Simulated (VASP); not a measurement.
# Band gap of NaH: mesh and cell

How far does the LDA gap of NaH depend on mesh and cell? The starting structure is a measured crystal structure from the Crystallography Open Database. Cell and atoms stay as given unless a step says otherwise.

Method: Kohn-Sham DFT with plane waves and PAW; LDA, in VASP 6.6.1.

### 1. Starting point

It takes space group Fm-3m (No. 225, cubic). The conventional cell has a = 4.880 Å, b = 4.880 Å, c = 4.880 Å, α = 90.00°, β = 90.00°, γ = 90.00°. Nearest to Na lie 6 H at 2.44 Å. Nearest to H lie 6 Na at 2.44 Å. Farther neighbours are not listed.

### 2. Reference bands

Input file INCAR:

```
SYSTEM = NaH
PREC = Accurate
ENCUT = 350
EDIFF = 1E-06
NELM = 100
ISMEAR = 0
SIGMA = 0.03
LREAL = .FALSE.
ALGO = Normal
GGA = CA
NBANDS = 16
LORBIT = 11
LWAVE = .FALSE.
LCHARG = .FALSE.
KPAR = 4
LASPH = .TRUE.
```

Input file POSCAR:

```
NaH
1.0
    0.0000000000      2.4400000000      2.4400000000
    2.4400000000      0.0000000000      2.4400000000
    2.4400000000      2.4400000000      0.0000000000
Na H
1 1
Direct
    0.0000000000      0.0000000000      0.0000000000
    0.5000000000      0.5000000000      0.5000000000
```

Input file KPOINTS:

```
Automatic mesh
0
Gamma
8 8 8
0 0 0
```

Input file KPOINTS_OPT:

```
Line mode
10
Line-mode
Reciprocal
  0.00000000   0.00000000   0.00000000 GAMMA
  0.50000000   0.00000000   0.50000000 X

  0.50000000   0.00000000   0.50000000 X
  0.50000000   0.25000000   0.75000000 W

  0.50000000   0.25000000   0.75000000 W
  0.37500000   0.37500000   0.75000000 K

  0.37500000   0.37500000   0.75000000 K
  0.00000000   0.00000000   0.00000000 GAMMA

  0.00000000   0.00000000   0.00000000 GAMMA
  0.50000000   0.50000000   0.50000000 L

  0.50000000   0.50000000   0.50000000 L
  0.62500000   0.25000000   0.62500000 U

  0.62500000   0.25000000   0.62500000 U
  0.50000000   0.25000000   0.75000000 W

  0.50000000   0.25000000   0.75000000 W
  0.50000000   0.50000000   0.50000000 L

  0.50000000   0.50000000   0.50000000 L
  0.37500000   0.37500000   0.75000000 K

  0.62500000   0.25000000   0.62500000 U
  0.50000000   0.00000000   0.50000000 X
```

The projector-augmented-wave data sets are Na_pv and H (LDA family, release 64).

Run with:

```console
> mpirun -np 4 vasp_std
```

What it wrote:

```text
[banner, memory and clock lines left out]
running    4 mpi-ranks, on    1 nodes
 distrk:  each k-point on    1 cores,    4 groups
 distr:  one band on    1 cores,    1 groups

 POSCAR found type information on POSCAR NaH
 POSCAR found :  2 types and       2 ions
 LDA part: xc-table for (Slater(with rela. corr.)+CA(PZ))
 , standard interpolation
 POSCAR, INCAR and KPOINTS ok, starting setup
 FFT: planning ... GRIDC
 FFT: planning ... GRID_SOFT
 FFT: planning ... GRID
 WAVECAR not read
 entering main loop
       N       E                     dE             d eps       ncg     rms          rms(c)
DAV:   1     0.450953133781E+02    0.45095E+02   -0.32081E+03   968   0.386E+02
DAV:   2    -0.414783582181E+01   -0.49243E+02   -0.47894E+02  1088   0.157E+02
DAV:   3    -0.576962196498E+01   -0.16218E+01   -0.16208E+01  1184   0.251E+01
DAV:   4    -0.577681926762E+01   -0.71973E-02   -0.71972E-02  1080   0.171E+00
DAV:   5    -0.577685790466E+01   -0.38637E-04   -0.38637E-04  1168   0.125E-01    0.295E+00
DAV:   6    -0.546010309653E+01    0.31675E+00   -0.28848E-01  1080   0.191E+00    0.136E+00
DAV:   7    -0.537232623530E+01    0.87777E-01   -0.26546E-01  1040   0.133E+00    0.321E-01
DAV:   8    -0.537359809454E+01   -0.12719E-02   -0.72348E-03  1104   0.652E-01    0.681E-02
DAV:   9    -0.537335881542E+01    0.23928E-03   -0.11046E-03  1232   0.247E-01    0.250E-02
DAV:  10    -0.537333939720E+01    0.19418E-04   -0.70745E-05  1056   0.289E-02    0.254E-03
DAV:  11    -0.537333979610E+01   -0.39890E-06   -0.15518E-06  1072   0.487E-03
   1 F= -.53733398E+01 E0= -.53733398E+01  d E =-.359922E-17
 Start KPOINTS_OPT (optional k-point list driver)
k-point batch [1-29\100]
       N       E                     dE             ncg
DAV:   1    -0.278063183681E+04   -0.91976E+04      936
DAV:   2    -0.417711452339E+04   -0.13965E+04     1048
DAV:   3    -0.422084269200E+04   -0.43728E+02     1224
DAV:   4    -0.422104447979E+04   -0.20179E+00     1048
DAV:   5    -0.422104568032E+04   -0.12005E-02     1264
DAV:   6    -0.422104569230E+04   -0.11985E-04     1040
DAV:   7    -0.422104569243E+04   -0.12900E-06     1048
[...]
k-point batch [88-100\100]
       N       E                     dE             ncg
DAV:   1     0.245201036209E+04   -0.49707E+04      416
DAV:   2     0.178111256241E+04   -0.67090E+03      448
DAV:   3     0.175942998396E+04   -0.21683E+02      576
DAV:   4     0.175933733122E+04   -0.92653E-01      440
DAV:   5     0.175933683175E+04   -0.49947E-03      624
DAV:   6     0.175933682722E+04   -0.45217E-05      456
DAV:   7     0.175933682718E+04   -0.44517E-07      528
```

Run time: 7.2 s. Hardware: 4 MPI ranks of AMD EPYC 7R43, shared host; peak memory 0.38 GiB.

Lines that name or quote the potential files are left out of all logs, and their timing lines are given in words.

From OUTCAR (step 2):

```text
ion  position               nearest neighbor table
   1  0.000  0.000  0.000-
   2  0.500  0.500  0.500-

  LATTYP: Found a face centered cubic cell.
 ALAT       =     4.8800000000

 Subroutine GETGRP returns: Found 48 space group operations
 (whereof 48 operations were pure point group operations)

The static configuration has the point symmetry O_h .

 Found     29 irreducible k-points:

   k-points           NKPTS =     29   k-points in BZ     NKDIM =     29   number of bands    NBANDS=     16

   dimension x,y,z NGX =    24 NGY =   24 NGZ =   24
   dimension x,y,z NGXF=    48 NGYF=   48 NGZF=   48

   ENCUT  =  350.0 eV  25.72 Ry    5.07 a.u.   5.26  5.26  5.26*2*pi/ulx,y,z

   NELECT =       8.0000    total number of electrons

 k-points in reciprocal lattice and weights: Automatic mesh
   0.00000000  0.00000000  0.00000000       0.002
   0.12500000  0.00000000  0.00000000       0.016
   0.25000000  0.00000000  0.00000000       0.016
   0.37500000  0.00000000  0.00000000       0.016
   0.50000000  0.00000000  0.00000000       0.008
   0.12500000  0.12500000  0.00000000       0.012
   0.25000000  0.12500000  0.00000000       0.047
   0.37500000  0.12500000  0.00000000       0.047
   0.50000000  0.12500000  0.00000000       0.047
[...]
-0.37500000  0.50000000  0.12500000       0.023
  -0.25000000  0.50000000  0.25000000       0.012

 average (electrostatic) potential at core
       1 -47.9490       2 -34.1620

 E-fermi :  -1.1338

 k-point     1 :       0.0000    0.0000    0.0000
  band No.  band energies     occupation
      1     -23.5228      2.00000
      2     -23.5228      2.00000
      3     -23.5228      2.00000
      4      -5.0089      2.00000
      5       8.8400      0.00000
      6      13.6703      0.00000
      7      13.6703      0.00000
      8      13.6703      0.00000
      9      14.5792      0.00000
    ...

 k-point     2 :       0.1250    0.0000    0.0000
  band No.  band energies     occupation
      1     -23.5361      2.00000
      2     -23.5245      2.00000
      3     -23.5245      2.00000
      4      -4.7422      2.00000
      5       7.9348      0.00000
      6      11.1579      0.00000
      7      12.9013      0.00000
      8      12.9013      0.00000
      9      15.5545      0.00000
    ...

 k-point     3 :       0.2500    0.0000    0.0000
  band No.  band energies     occupation
      1     -23.5675      2.00000
      2     -23.5283      2.00000
      3     -23.5283      2.00000
      4      -3.9788      2.00000
      5       5.5740      0.00000
      6       9.7831      0.00000
      7      12.1547      0.00000
      8      12.1547      0.00000
      9      15.4414      0.00000
    ...

  Total       -0.5734593     -0.5734593     -0.5734593     -0.0000000      0.0000000      0.0000000
  in kB      -31.6237722    -31.6237722    -31.6237722     -0.0000000      0.0000000      0.0000000
  external PRESSURE =     -31.6237722 kB  Pullay stress =       0.0000000 kB

  energy-cutoff  :      350.00
  volume of cell :       29.05
      direct lattice vectors                 reciprocal lattice vectors
     0.000000000  2.440000000  2.440000000    -0.204918033  0.204918033  0.204918033
     2.440000000  0.000000000  2.440000000     0.204918033 -0.204918033  0.204918033
     2.440000000  2.440000000  0.000000000     0.204918033  0.204918033 -0.204918033

 POSITION                                       TOTAL-FORCE (eV/Angst)
 -----------------------------------------------------------------------------------
      0.00000      0.00000      0.00000        -0.000000     -0.000000     -0.000000
      2.44000      2.44000      2.44000         0.000000      0.000000      0.000000
 -----------------------------------------------------------------------------------
    total drift:                                0.000000     -0.000000     -0.000000

  FREE ENERGIE OF THE ION-ELECTRON SYSTEM (eV)
  ---------------------------------------------------
  free  energy   TOTEN  =        -5.3733397961 eV

  energy  without entropy=       -5.3733397961  energy(sigma->0) =       -5.37333980

 total charge
# of ion       s       p       d       tot
------------------------------------------
    1        0.063   5.984   0.000   6.047
    2        0.489   0.000   0.000   0.489
--------------------------------------------------
tot          0.551   5.985   0.000   6.536

[... 3 further parts left out ...]
```

At this level the cell is under a tension of 3.2 GPa, so at these settings it is away from equilibrium.

The reference gap is 3.358 eV.

### 3. Bands with cell and atoms relaxed by LDA

Against step 2 the input has another starting structure. The cell comes from a relaxation at this level, not shown (25.62 Å³).

INCAR is that of step 2.

Input file POSCAR:

```
NaH
1.0
    0.0000000000      2.3397961779      2.3397961779
    2.3397961779      0.0000000000      2.3397961779
    2.3397961779      2.3397961779      0.0000000000
Na H
1 1
Direct
    0.0000000000      0.0000000000      0.0000000000
    0.5000000000      0.5000000000      0.5000000000
```

KPOINTS is that of step 2.

KPOINTS_OPT is that of step 2.

Run with:

```console
> mpirun -np 4 vasp_std
```

What it wrote:

```text
[... set-up lines as in an earlier step ...]
 entering main loop
       N       E                     dE             d eps       ncg     rms          rms(c)
DAV:   1     0.476101275589E+02    0.47610E+02   -0.32273E+03   952   0.411E+02
DAV:   2    -0.419020882194E+01   -0.51800E+02   -0.50409E+02  1072   0.165E+02
DAV:   3    -0.581602927957E+01   -0.16258E+01   -0.16249E+01  1200   0.250E+01
DAV:   4    -0.582224323609E+01   -0.62140E-02   -0.62139E-02  1048   0.160E+00
[...]
DAV:   9    -0.540127537847E+01    0.13495E-03   -0.73927E-04  1248   0.227E-01    0.229E-02
DAV:  10    -0.540125552119E+01    0.19857E-04   -0.58771E-05   976   0.306E-02    0.275E-03
DAV:  11    -0.540125584274E+01   -0.32154E-06   -0.10035E-06  1176   0.414E-03
   1 F= -.54012558E+01 E0= -.54012558E+01  d E =-.162245E-34
 Start KPOINTS_OPT (optional k-point list driver)
k-point batch [1-29\100]
       N       E                     dE             ncg
DAV:   1    -0.260808970546E+04   -0.96218E+04      936
DAV:   2    -0.405217813469E+04   -0.14441E+04     1032
DAV:   3    -0.409671200500E+04   -0.44534E+02     1256
DAV:   4    -0.409688356561E+04   -0.17156E+00     1024
DAV:   5    -0.409688442046E+04   -0.85485E-03     1296
DAV:   6    -0.409688442735E+04   -0.68907E-05     1000
DAV:   7    -0.409688442741E+04   -0.60886E-07     1024
[...]
k-point batch [88-100\100]
       N       E                     dE             ncg
DAV:   1     0.293817297101E+04   -0.48292E+04      416
DAV:   2     0.227016142585E+04   -0.66801E+03      440
DAV:   3     0.225165998261E+04   -0.18501E+02      592
DAV:   4     0.225159115070E+04   -0.68832E-01      488
DAV:   5     0.225159085971E+04   -0.29098E-03      608
DAV:   6     0.225159085760E+04   -0.21193E-05      440
DAV:   7     0.225159085757E+04   -0.20782E-07      512
```

The job ended after 5.2 s (4 MPI ranks; peak memory 0.39 GiB).

From OUTCAR (step 3):

```text
  Total       -0.0710975     -0.0710975     -0.0710975      0.0000000      0.0000000     -0.0000000
  in kB       -4.4463189     -4.4463189     -4.4463189      0.0000000      0.0000000     -0.0000000
  external PRESSURE =      -4.4463189 kB  Pullay stress =       0.0000000 kB

 POSITION                                       TOTAL-FORCE (eV/Angst)
 -----------------------------------------------------------------------------------
      0.00000      0.00000      0.00000        -0.000000     -0.000000     -0.000000
      2.33980      2.33980      2.33980         0.000000      0.000000      0.000000
 -----------------------------------------------------------------------------------
    total drift:                                0.000000     -0.000000     -0.000000

  FREE ENERGIE OF THE ION-ELECTRON SYSTEM (eV)
  ---------------------------------------------------
  free  energy   TOTEN  =        -5.4012558427 eV

  energy  without entropy=       -5.4012558427  energy(sigma->0) =       -5.40125584

[... 1 part as in an earlier step ...]

[... 2 further parts left out ...]
[key lines of the parts left out:]
E-fermi :  -0.6308
```

With cell and atoms relaxed by LDA the gap is 3.549 eV, +0.191 eV from the reference.

### 4. Bands with a 10×10×10 mesh

Against step 2 the input has a 10×10×10 mesh.

INCAR is that of step 3.

Input file POSCAR:

```
NaH
1.0
    0.0000000000      2.4400000000      2.4400000000
    2.4400000000      0.0000000000      2.4400000000
    2.4400000000      2.4400000000      0.0000000000
Na H
1 1
Direct
    0.0000000000      0.0000000000      0.0000000000
    0.5000000000      0.5000000000      0.5000000000
```

Input file KPOINTS:

```
Automatic mesh
0
Gamma
10 10 10
0 0 0
```

KPOINTS_OPT is that of step 3.

Run with:

```console
> mpirun -np 4 vasp_std
```

What it wrote:

```text
[... set-up lines as in an earlier step ...]
 entering main loop
       N       E                     dE             d eps       ncg     rms          rms(c)
DAV:   1     0.459384356095E+02    0.45938E+02   -0.32410E+03  1544   0.373E+02
DAV:   2    -0.419863326416E+01   -0.50137E+02   -0.49020E+02  1760   0.158E+02
DAV:   3    -0.576987804688E+01   -0.15712E+01   -0.15703E+01  1880   0.245E+01
DAV:   4    -0.577698455583E+01   -0.71065E-02   -0.71063E-02  1776   0.169E+00
[...]
DAV:   9    -0.537349704665E+01    0.23271E-03   -0.10914E-03  1960   0.245E-01    0.246E-02
DAV:  10    -0.537347811091E+01    0.18936E-04   -0.71674E-05  1664   0.291E-02    0.254E-03
DAV:  11    -0.537347850108E+01   -0.39017E-06   -0.14492E-06  1768   0.477E-03
   1 F= -.53734785E+01 E0= -.53734785E+01  d E =-.101214E-33
 Start KPOINTS_OPT (optional k-point list driver)
k-point batch [1-47\100]
       N       E                     dE             ncg
DAV:   1    -0.445120013916E+04   -0.13359E+05     1576
DAV:   2    -0.681688916223E+04   -0.23657E+04     1680
DAV:   3    -0.689413305139E+04   -0.77244E+02     1920
DAV:   4    -0.689451908114E+04   -0.38603E+00     1720
DAV:   5    -0.689452152854E+04   -0.24474E-02     1960
DAV:   6    -0.689452155378E+04   -0.25236E-04     1736
DAV:   7    -0.689452155405E+04   -0.27603E-06     1496
[...]
k-point batch [95-100\100]
       N       E                     dE             ncg
DAV:   1     0.101513777542E+05   -0.21494E+04      200
DAV:   2     0.981838118615E+04   -0.33300E+03      192
DAV:   3     0.980746265206E+04   -0.10919E+02      264
DAV:   4     0.980740968435E+04   -0.52968E-01      216
DAV:   5     0.980740937096E+04   -0.31340E-03      288
DAV:   6     0.980740936819E+04   -0.27698E-05      208
DAV:   7     0.980740936816E+04   -0.26072E-07      240
```

Elapsed: 8.2 s, on 4 MPI ranks; peak memory 0.41 GiB.

From OUTCAR (step 4):

```text
  Total       -0.5734503     -0.5734503     -0.5734503      0.0000000      0.0000000      0.0000000
  in kB      -31.6232793    -31.6232793    -31.6232793      0.0000000      0.0000000      0.0000000
  external PRESSURE =     -31.6232793 kB  Pullay stress =       0.0000000 kB

 POSITION                                       TOTAL-FORCE (eV/Angst)
 -----------------------------------------------------------------------------------
      0.00000      0.00000      0.00000         0.000000      0.000000      0.000000
      2.44000      2.44000      2.44000        -0.000000     -0.000000     -0.000000
 -----------------------------------------------------------------------------------
    total drift:                                0.000000     -0.000000     -0.000000

  FREE ENERGIE OF THE ION-ELECTRON SYSTEM (eV)
  ---------------------------------------------------
  free  energy   TOTEN  =        -5.3734785011 eV

  energy  without entropy=       -5.3734785011  energy(sigma->0) =       -5.37347850

[... 1 part as in an earlier step ...]

[... 2 further parts left out ...]
[key lines of the parts left out:]
E-fermi :  -1.0687
```

With a 10×10×10 mesh the gap is 3.358 eV, +0.000 eV from the reference.

### 5. Comparison

| run | gap (eV) | change (eV) | core minutes |
| --- | --- | --- | --- |
| reference | 3.358 | - | 0.48 |
| cell and atoms relaxed by LDA | 3.549 | 0.191 | 0.347 |
| a 10×10×10 mesh | 3.358 | 0.0 | 0.547 |

Core minutes are wall time times ranks of the run shown, on a shared host.

### 6. Summary of results

```yaml
reference_gap: 3.358 eV
gap_with_cell_and_atoms_relaxed_by_lda: 3.549 eV
gap_with_a_10x10x10_mesh: 3.358 eV
```

**Reading.** Among the runs that read a gap along the path, the one with cell and atoms relaxed by LDA moves it most, by +0.191 eV. On finer settings it changes by +0.000 eV with a 10×10×10 mesh. The functional's own error isn't tested here. Further runs on this material are not shown.

[Lines on the potential files, build, host, timing and source positions are cut from VASP's logs without a mark.]

[Logs are printed without paths, hosts, clocks, repeated set-up lines and the standing remarks that a program may print on its own settings, such as how far it seeks lower states.]

[Hosts, paths, dates, database ids (printed as entryN), source tags and the programs' standing remarks are cut or masked in the printed files.]
